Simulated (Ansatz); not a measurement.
# LiBr (Fm-3m): phonons and vibrational spectra, part 2 of 2

Task: relax LiBr (Fm-3m), then find its harmonic phonons.

Ansatz 0.2.0; DFT LDA, scalar-relativistic, plane waves, PAW.

So far. Step 4 (Relaxing to small forces for the phonons): The forces vanish by symmetry and the pressure is -0.001 GPa, within the tolerances set. The cell now holds 18.72 Å³/atom. Step 5 (Linear response at the zone centre): Before it was imposed, the acoustic sum rule was missed by 5.0e-5 eV/Å² and the charge sum rule by 2.7e-4 e. Small misses are needed for a sound result but don't prove that mesh and cutoff are converged. The relaxed cell has a = 5.310 Å (conventional setting).

## Step 6: Phonons on a q mesh (continued)

The partial phonon density of states has structure finer than the step of the table below, so its rows give means over 10 cm⁻¹, whole bins alone (the curve runs from -10 to 395 cm⁻¹). Peaks (cm⁻¹: height): Br 81.6: 0.0706, 117.3: 0.0592; Li 211.5: 0.136.

Phonopy on the run's constants, 19x19x19 mesh, Gaussian sigma 2.9 cm-1. Interpolated from a 4×4×4 q mesh. Table of partial phonon density of states by wavenumber; means over each step; values in 1/cm⁻¹/cell:

```
wavenumber (cm⁻¹)       Br       Li
                0   3.8e-5        0
               10   2.0e-4   1.4e-5
               20   8.5e-4   6.7e-5
               30  0.00197   1.4e-4
               40  0.00419   2.7e-4
               50  0.00774   4.3e-4
               60   0.0147   7.0e-4
               70   0.0316  0.00117
               80   0.0636  0.00191
               90   0.0470  0.00134
              100   0.0318   9.8e-4
              110   0.0370  0.00136
              120   0.0428  0.00116
              130  0.00676   9.7e-5
              140   7.1e-5        0
              150        0        0
              160        0        0
              170        0        0
              180        0   7.5e-7
              190   1.0e-4  0.00180
              200  0.00185   0.0344
              210  0.00442    0.111
              220  0.00193   0.0464
              230   1.4e-4  0.00392
              240   7.1e-5  0.00460
              250   5.4e-5  0.00626
              260   4.5e-5  0.00695
              270   3.2e-5  0.00681
              280   3.5e-5  0.00699
              290   3.8e-5  0.00647
              300   5.2e-5  0.00791
              310   7.2e-5  0.00674
              320   9.9e-5  0.00849
              330   1.4e-4  0.00707
              340   2.6e-4   0.0103
              350   2.6e-4  0.00795
              360   6.4e-5  0.00462
              370   9.6e-6  0.00190
              380        0   9.1e-5
```

Second derivatives of the energy by pair, one row for each kind of neighbour of each atom listed. Each entry sums the pair over the periodic images of the supercell that the q mesh stands for, and in a polar crystal it holds the long-range dipole part too. Force constants by pair, by row:

```
atom  neighbour  distance (Å)  third of the trace (eV/Å²)  along the pair's line (eV/Å²)
 Li1     itself             0                       1.487                              –
 Li1         Br         2.655                     -0.2215                        -0.4232
 Li1         Li         3.755                      0.0202                        -0.1894
 Li1         Br         4.599                     -0.0105                         0.0728
 Li1         Li          5.31                     -0.0769                        -0.2029
 Li1         Br         5.937                      0.0113                         0.0693
 Li1         Li         6.504                     -0.0046                         -0.041
 Br2     itself             0                       2.944                              –
 Br2         Li         2.655                     -0.2215                        -0.4232
 Br2         Br         3.755                     -0.1306                        -0.5275
 Br2         Li         4.599                     -0.0105                         0.0728
 Br2         Br          5.31                     -0.0074                        -0.0648
 Br2         Li         5.937                      0.0113                         0.0693
 Br2         Br         6.504                     -0.0064                        -0.0375
```

Harmonic thermodynamic functions per atom, from the density of states. Interpolated from a 4×4×4 q mesh. Thermodynamic functions, by row:

```csv
T (K),F_vib (meV/atom),S (J/mol-atom/K),C_V (J/mol-atom/K)
0,30.76,0,0
50,30.12,4.173,8.115
100,25.79,12.49,15.97
200,5.5,25.8,21.77
300,-26.27,34.99,23.41
400,-66.23,41.83,24.05
500,-112.5,47.23,24.37
600,-163.8,51.69,24.54
700,-219.4,55.48,24.64
800,-278.7,58.78,24.71
900,-341.1,61.69,24.76
1000,-406.4,64.31,24.8
```

Harmonic mean-square displacement, third of the trace. Interpolated from a 4×4×4 q mesh. Mean square displacements, by row:

```csv
T (K),Li1 U_eq (Å²),Br2 U_eq (Å²)
0,0.0111,0.00246
100,0.0133,0.00505
300,0.02698,0.01384
600,0.05112,0.02743
```

Symmetry leaves 8 wavevectors to solve. The lowest mode among them, the acoustic zeros apart, lies at q = (0, 0, 0.25) and is real, 56.2 cm⁻¹.

## Step 7: Another isotope, element Br, natural mass 79.904 amu

An isotope changes the mass and not the force constants, so no new electronic calculation is needed; the shifts show which modes move this element.

The same force constants with the mass of Br changed from 79.904 to 80.916 u (phonopy, no LO-TO term). Both lists are sorted by frequency; levels can cross, so a row need not hold one and the same mode. Modes under 3 cm⁻¹ are left out. Isotope shifts, by row:

| q | rank | natural mass (cm⁻¹) | changed mass (cm⁻¹) |
| --- | --- | --- | --- |
| 0 0 0 | 4 | 196 | 195.9 |
| 0 0 0 | 5 | 196 | 195.9 |
| 0 0 0 | 6 | 196 | 195.9 |
| 0 0 0.25 | 1 | 56.18 | 55.85 |
| 0 0 0.25 | 2 | 56.18 | 55.85 |
| 0 0 0.25 | 3 | 95.68 | 95.1 |
| 0 0 0.25 | 4 | 204.9 | 204.8 |
| 0 0 0.25 | 5 | 204.9 | 204.8 |
| 0 0 0.25 | 6 | 359.9 | 359.8 |
| 0 0 -0.5 | 1 | 76.63 | 76.15 |
| 0 0 -0.5 | 2 | 76.63 | 76.15 |
| 0 0 -0.5 | 3 | 130.8 | 130 |
| 0 0 -0.5 | 4 | 214.5 | 214.5 |
| 0 0 -0.5 | 5 | 214.5 | 214.5 |
| 0 0 -0.5 | 6 | 373.8 | 373.8 |
| 0 0.25 0.25 | 1 | 60.95 | 60.6 |
| 0 0.25 0.25 | 2 | 60.95 | 60.6 |
| 0 0.25 0.25 | 3 | 105.2 | 104.6 |
| 0 0.25 0.25 | 4 | 203 | 202.9 |
| 0 0.25 0.25 | 5 | 203 | 202.9 |
| 0 0.25 0.25 | 6 | 288.4 | 288.4 |

A mode of this element alone would shift by -0.63 %. The highest zone-centre frequency without the field goes from 196.0 to 195.9 cm⁻¹ (-0.1 %). The product of the frequency ratios over all optical modes at Γ is 0.998; the product rule, (m/m′)^(3k/2) (M′/M)^(3/2) with k = 1 such atoms and M the mass of the cell, gives 0.999.

## Step 8: Another isotope, element Li, natural mass 6.94 amu

The same for Li, from 6.94 to 6.02 u.

A mode of this element alone would shift by +7.41 %. The highest zone-centre frequency without the field goes from 196.0 to 209.4 cm⁻¹ (+6.8 %). The product of the frequency ratios over all optical modes at Γ is 1.219; the product rule, (m/m′)^(3k/2) (M′/M)^(3/2) with k = 1 such atoms and M the mass of the cell, gives 1.220.

## Step 9: Outcome

```
space group after relaxation (within 0.01 Å)            : Fm-3m
volume per atom                                         : 18.7 Å³
gap on the k-mesh                                       : 5.15 eV
highest optical mode at the zone centre (no LO-TO term) : 196 cm⁻¹
top of the zone-centre spectrum with the field          : 347 cm⁻¹
lowest optical zone-centre mode                         : 196 cm⁻¹
mean high-frequency dielectric constant                 : 3.69
mean static dielectric constant                         : 11.6
largest Born charge (third of the trace)                : 1.21 e
lowest mode on the q mesh (acoustic modes at Γ apart)   : 56.2 cm⁻¹
highest frequency on the path or at a solved wavevector : 374 cm⁻¹
zero-point energy per atom                              : 30.8 meV
heat capacity at 300 K                                  : 23.4 J/(mol atoms K)
vibrational entropy at 300 K                            : 35.0 J/(mol atoms K)
Debye temperature (second moment)                       : 344 K
imaginary modes on the 4×4×4 q mesh                     : none
```

In words: The structure is a minimum as far as tested: no mode is imaginary at the 8 irreducible wavevectors of the 4×4×4 mesh, and the softest away from the acoustic zeros lies at 56 cm⁻¹. Without the field, the optical modes at Γ form one degenerate level at 196 cm⁻¹. The highest mode in this list at Γ, 196.0 cm⁻¹, is mostly motion of Li (92 % of the kinetic energy). With the macroscopic field of the longitudinal modes the top of the zone-centre spectrum lies at 347 cm⁻¹, against 196 cm⁻¹ without it. Lattice motion raises the mean dielectric constant from 3.690 to 11.56. The strongest infrared line is at 196 cm⁻¹. No mode is Raman active to first order. On the path and the mesh, the widest gap between branches runs from 131 to 194 cm⁻¹. These are harmonic frequencies at zero temperature: anharmonic shifts, linewidths and thermal expansion are left out.

[Logs are printed without paths, hosts, clocks, repeated set-up lines and the standing remarks that a program may print on its own settings, such as how far it seeks lower states.]

[Hosts, paths, dates, database ids (printed as entryN), source tags and the programs' standing remarks are cut or masked in the printed files.]
